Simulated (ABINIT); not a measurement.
HfC:

```
Hf C
1.0
     0.00000    2.32500    2.32500
     2.32500    0.00000    2.32500
     2.32500    2.32500    0.00000
Hf C
1 1
Direct
  0.50000 0.50000 0.50000
  0.00000 0.00000 0.00000
```

```yaml
Program: ABINIT 10.8.3 (patched build)
Task: phonon dispersion
Functional: LDA
Potentials_or_basis: PseudoDojo NC SR LDA v0.4.1 standard
Cutoff: 844 eV
k_mesh: 4 × 4 × 4, with 4 shifts
Occupations: fermi-dirac, width 0.05 eV
Spin: no spin polarisation
Stop_of_the_response_cycle_tolvrs: 1e-08
q_mesh: 2 × 2 × 2
Acoustic_sum_rule_asr: 1
```

**Question.** Is this structure dynamically stable at this level, and how far does the spectrum reach?

**Answer.** Yes, as far as this q mesh shows: no mode on the path is imaginary. The highest frequency is 678 cm⁻¹.

Phonon frequencies at the corners of the path (cm⁻¹, interpolated; i marks imaginary ones):
```csv
point,frequencies
Γ,0 0 0 391 391 391
X,150 150 181 463 463 556
W,156 172 172 503 548 548
K,138 178 179 483 543 566
L,122 122 232 525 525 678
U,138 178 179 483 543 566
```

Phonon states per cell in windows of 50 cm⁻¹ (negative: imaginary):
```csv
from (cm⁻¹),total
0,0.01
50,0.16
100,1.49
150,1.07
200,0.28
250,0.00
300,0.00
350,0.00
400,0.14
450,1.02
500,0.95
550,0.59
600,0.26
650,0.05
```

A q mesh this small can miss soft modes between its points.

Caveat: the k mesh is coarse (spacing up to 0.37 Å⁻¹), so the values aren't converged; the mesh is coarse for a metal's response; the q mesh is small, so phonon branches between its points and thermal values are rough.
